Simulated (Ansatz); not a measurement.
# NaI: band gap under strain

How does strain move the band edges of rocksalt NaI, and do the functionals agree on it? States: no strain; +1.0 % biaxial strain in the (111) plane, free along [111]; +5.0 % strain along x alone.

Program: Ansatz 0.2.0. PAW datasets, plane waves. No spin polarisation and no zero-point or thermal motion.

### Step 1. The system as given

The unstrained cell was relaxed with r2SCAN; in each strained cell the atoms were relaxed again with r2SCAN. Names of k-points are those of the unstrained zone, where strain can split equivalent points. First state: no strain.

The symmetry is Fm-3m (No. 225, cubic); a = 6.459 Å in the conventional setting, 33.69 Å³ an atom. Na has 6 I at 3.23 Å; I has 6 Na at 3.23 Å.

Coordinates:

```cif
data_structure
_symmetry_space_group_name_H-M 'Fm-3m'
_symmetry_Int_Tables_number 225
_cell_length_a 6.4594
_cell_length_b 6.4594
_cell_length_c 6.4594
_cell_angle_alpha 90.000
_cell_angle_beta 90.000
_cell_angle_gamma 90.000
_cell_volume 269.52
loop_
_atom_site_label
_atom_site_type_symbol
_atom_site_symmetry_multiplicity
_atom_site_Wyckoff_symbol
_atom_site_fract_x
_atom_site_fract_y
_atom_site_fract_z
_atom_site_occupancy
Na1 Na 4 a 0.00000 0.00000 0.00000 1
I1 I 4 b 0.50000 0.00000 0.00000 1
```

### Step 2. No strain: PBE

File input.yaml:

```yaml
crystal:
  lattice:
    - [0.0, 3.2297205115, 3.2297205115]
    - [3.2297205115, 0.0, 3.2297205115]
    - [3.2297205115, 3.2297205115, 0.0]
  atoms:
    - { symbol: Na, position: [0.0, 0.0, 0.0] }
    - { symbol: I, position: [0.5, 0.5, 0.5] }
kpoints:
  mp_grid: { grid: [8, 8, 8] }
  band_path:
    path:
      - [0.0, 0.0, 0.0]
      - [0.5, 0.0, 0.5]
      - [0.625, 0.25, 0.625]
      - [0.375, 0.375, 0.75]
      - [0.5, 0.5, 0.5]
      - [0.5, 0.25, 0.75]
    npoints: 1
hamiltonian:
  xc: pbe
scf:
  occupations: { method: fermi_dirac, width: 0.02 }
  n_extra_bands: 4
output:
  forces: true
  stress: true
  eigenvalues: true
```

Launch:

```console
$ ansatz run input.yaml --threads 2 --pin off --max-ram 2211MiB --backend cpu --events-out ev --progress --plain --runs-dir out
```

Further steps of the session: No strain: r2SCAN; No strain: HSE06; No strain: G0W0@PBE; +1.0 % biaxial strain in the (111) plane, free along [111]: PBE; +1.0 % biaxial strain in the (111) plane, free along [111]: r2SCAN; +1.0 % biaxial strain in the (111) plane, free along [111]: HSE06; +1.0 % biaxial strain in the (111) plane, free along [111]: G0W0@PBE; +5.0 % strain along x alone: PBE; +5.0 % strain along x alone: r2SCAN; +5.0 % strain along x alone: HSE06; +5.0 % strain along x alone: G0W0@PBE.

Q: Predict the outcome of this session.

As calculated:

Least gap in eV (negative: overlap), with the change from the unstrained cell in brackets. G0W0 is on its own coarse mesh.

```
                                                     state  volume change (%)           PBE        r2SCAN         HSE06          G0W0
                                                 no strain               +0.0          3.66          4.45          4.69          5.65
+1.0 % biaxial strain in the (111) plane, free along [111]               +1.2  3.58 (-0.08)  4.36 (-0.09)  4.60 (-0.09)  5.56 (-0.09)
                               +5.0 % strain along x alone               +5.0  3.51 (-0.15)  4.28 (-0.17)  4.53 (-0.16)  5.51 (-0.14)
```

The largest move of the HSE06 gap in the table is -0.164 eV, under +5.0 % strain along x alone. PBE and HSE06 differ by 1.03 eV on the unstrained gap, and by at most 0.01 eV on its change: PBE follows the response to strain far better than the gap itself. Spin-orbit coupling is left out of the table, though the cell holds I (Z = 53); in an element this heavy it can shift bands and gaps by tenths of an eV. G0W0 values are finite-basis, finite-mesh values.
